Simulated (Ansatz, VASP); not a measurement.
# NaCl in VASP and in Ansatz

INCAR

```
SYSTEM = NaCl
PREC = Accurate ; ENCUT = 520
EDIFF = 1E-7 ; ISMEAR = 0
SIGMA = 0.05 ; LREAL = .False.
LASPH = .True. ; NELM = 60
ALGO = Normal ; ISIF = 2
LWAVE = .False. ; LCHARG = .True.
GGA = PS ; LELF = .True.
LVHAR = .True. ; NBANDS = 14
```

KPOINTS

```
regular mesh
0
Gamma
  10 10 10
  0 0 0
```

File POSCAR:

```
NaCl
1.0
    3.4244109102      0.0000000000      0.0000000000
    0.0000000000      3.4244109102      0.0000000000
    0.0000000000      0.0000000000      3.4244109102
Na Cl
1 1
Direct
    0.0000000000      0.0000000000      0.0000000000
    0.5000000000      0.5000000000      0.5000000000
```

Input for Ansatz:

```yaml
crystal:
  lattice:
    - [3.4244109102, 0.0, 0.0]
    - [0.0, 3.4244109102, 0.0]
    - [0.0, 0.0, 3.4244109102]
  atoms:
    - { symbol: Na, position: [0.0, 0.0, 0.0] }
    - { symbol: Cl, position: [0.5, 0.5, 0.5] }
basis:
  ecutwfc: 420
  ecutrho_ratio: 4
kpoints:
  mp_grid: { grid: [10, 10, 10] }
hamiltonian:
  xc: pbesol
scf:
  occupations: { method: gaussian, width: 0.05 }
output:
  forces: true
  stress: true
  eigenvalues: true
```

Alike in both runs: task single point; functional PBEsol; k mesh 10 × 10 × 10; occupations gaussian, width 0.05 eV; no spin polarisation.

|  | VASP | Ansatz |
| --- | --- | --- |
| version | VASP 6.6.1 | Ansatz 0.2.0 |
| potentials or method | VASP PAW PBE potentials, release 64 (Na_pv, Cl) | scalar-relativistic, plane waves, PAW |
| plane-wave cutoff (eV) | 520 | 420 |
| valence electrons in the cell | 14 | 16 |

```tsv
	VASP	Ansatz	Ansatz less VASP
gap on the k mesh at the Fermi level (eV)	4.06	4.06	+0.003
least direct gap on the mesh (eV)	4.62	4.62	+0.003
pressure (GPa)	0.6	0.6	-0.01
```

The functional is the same, so the differences come from potentials, cutoffs and numerics. The two sets of potentials don't hold the same shells in valence.

Caveats: the PAW data sets were made with another functional, which shifts forces and pressure a little (VASP). PBEsol gaps usually lie below the measured ones, often by a third to a half. A k mesh can miss the band edges.
